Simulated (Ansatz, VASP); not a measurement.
## Two plane-wave programs on Te

The input INCAR:

```
SYSTEM = Te
ALGO = Normal
EDIFF = 1E-7
ENCUT = 520
GGA = PS
ISIF = 2
ISMEAR = 1
ISPIN = 2
IVDW = 13
LASPH = .True.
LCHARG = .False.
LORBIT = 11
LREAL = .False.
LWAVE = .False.
MAGMOM = 0
NBANDS = 13
NELM = 150
PREC = Accurate
SIGMA = 0.1
```

The input KPOINTS:

```
k-points
0
Gamma
  9 9 9
  0 0 0
```

Contents of POSCAR:

```
Te
1.0
    2.3059043427      1.3313144930      1.6909537039
   -2.3059043427      1.3313144930      1.6909537039
    0.0000000000     -2.6626289860      1.6909537039
Te
1
Direct
    0.5000000000      0.5000000000      0.5000000000
```

Contents of input.yaml:

```yaml
crystal:
  lattice:
    - [2.3059043427, 1.331314493, 1.6909537039]
    - [-2.3059043427, 1.331314493, 1.6909537039]
    - [0.0, -2.662628986, 1.6909537039]
  atoms:
    - { symbol: Te, position: [0.5, 0.5, 0.5] }
hamiltonian:
  xc: pbesol
  pseudopotentials: { kind: paw, source: jth, xc_functional: pbe }
  dispersion: d4
magnetization:
  spin_polarized: true
kpoints:
  mp_grid: { grid: [9, 9, 9] }
scf:
  occupations: { method: cold, width: 0.1 }
  n_extra_bands: 12
output:
  eigenvalues: true
  optics: { e_range: [0, 14], sigma: 0.05, nscf_kmesh: { grid: [12, 12, 12] } }
```

This isn't the form of Te at room conditions, which is trigonal, of chains.

Alike in both runs: functional PBEsol; dispersion D4; k mesh 9 × 9 × 9; collinear spin.

|  | VASP | Ansatz |
| --- | --- | --- |
| version | VASP 6.6.1 | Ansatz 0.2.0 |
| potentials or method | VASP PAW PBE potentials, release 64 (Te) | JTH PAW |
| plane-wave cutoff (eV) | 520 | 540 |
| occupations | methfessel-paxton of order 1, width 0.1 eV | cold, width 0.1 eV |
| valence electrons in the cell | 6 | 6 |
| task | single point | optical spectrum |

|  | VASP | Ansatz | Ansatz less VASP |
| --- | --- | --- | --- |
| gap on the k mesh at the Fermi level (eV) | none | none | - |
| net moment per atom (μB) | 0.00 | 0.00 | 0.000 |
| dispersion energy (meV/atom) | -295.9 | -296.1 | -0.24 |

A gap of «none» marks a metal or a gap that the smearing closes.

Caveats: spectra need much finer meshes, so this one isn't converged (Ansatz); independent-particle spectra lack excitons (Ansatz); the intraband (Drude) part of a metal's response may be missing (Ansatz). Spin-orbit coupling is left out, which matters for the levels of Te.
